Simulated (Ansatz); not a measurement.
Crystal: CuO.

```
Cu O
1.0
     1.99097   -2.15355    0.00000
     1.99097    2.15355    0.00000
     0.00000    0.00000    5.15593
Cu O
2 2
Direct
  0.50000 0.00000 0.00000
  0.00000 0.50000 0.50000
  0.50000 0.50000 0.25000
  0.50000 0.50000 0.75000
```

Measurements of this composition are mostly on another form, of space group No. 15.

| Item | Value |
| --- | --- |
| Program | Ansatz 0.2.0 |
| Task | relaxation of cell and atoms |
| Functional | LDA |
| Potentials or basis | Ansatz PAW |
| Cutoff | 420 eV (not typed: the program's choice for these potentials) |
| k mesh | 9 × 9 × 5 |
| Occupations | fermi-dirac, width 0.05 eV |
| Spin | no spin polarisation |

At the start: volume 11.05 Å³/atom.

How do energy, volume and symmetry change on relaxing?

It ends after 11 steps and the volume is 10.27 Å³/atom (-7.1 %); space group P4_2/mmc (No. 131, to 0.05 Å).

The path:
| step | energy change (eV) | largest force (eV/Å) | volume (Å³) |
| --- | --- | --- | --- |
| 1 | 0.0000 | 0.0000 | 44.21 |
| 2 | -0.1047 | 0.0000 | 42.58 |
| 3 | -0.1459 | 0.0000 | 40.92 |
| 4 | -0.1469 | 0.0000 | 41.02 |
| 5 | -0.1469 | 0.0000 | 41.17 |
| 6 | -0.1358 | 0.0000 | 41.17 |
| 7 | -0.1367 | 0.0000 | 41.08 |
| 8 | -0.1368 | 0.0000 | 41.07 |
| 9 | -0.1364 | 0.0000 | 41.07 |
| 10 | -0.1365 | 0.0000 | 41.07 |
| 11 | -0.1365 | 0.0000 | 41.07 |

Final structure:
```
Cu O
1.0
     2.01457   -2.02204    0.00000
     2.01457    2.02204    0.00000
     0.00000    0.00000    5.04094
Cu O
2 2
Direct
  0.50000 0.00000 0.00000
  0.00000 0.50000 0.50000
  0.50000 0.50000 0.25000
  0.50000 0.50000 0.75000
```

Caveat: the plane-wave basis is chosen anew once the cell has moved, so the energies of steps on either side of that aren't comparable; the pressure holds a Pulay correction of +0.9 GPa for the finite cutoff; the run has no spin polarisation, though such a crystal can be magnetic; the PAW data sets come from PBE, with cores solved anew for the run's functional, which leaves a small shift of forces and pressure.
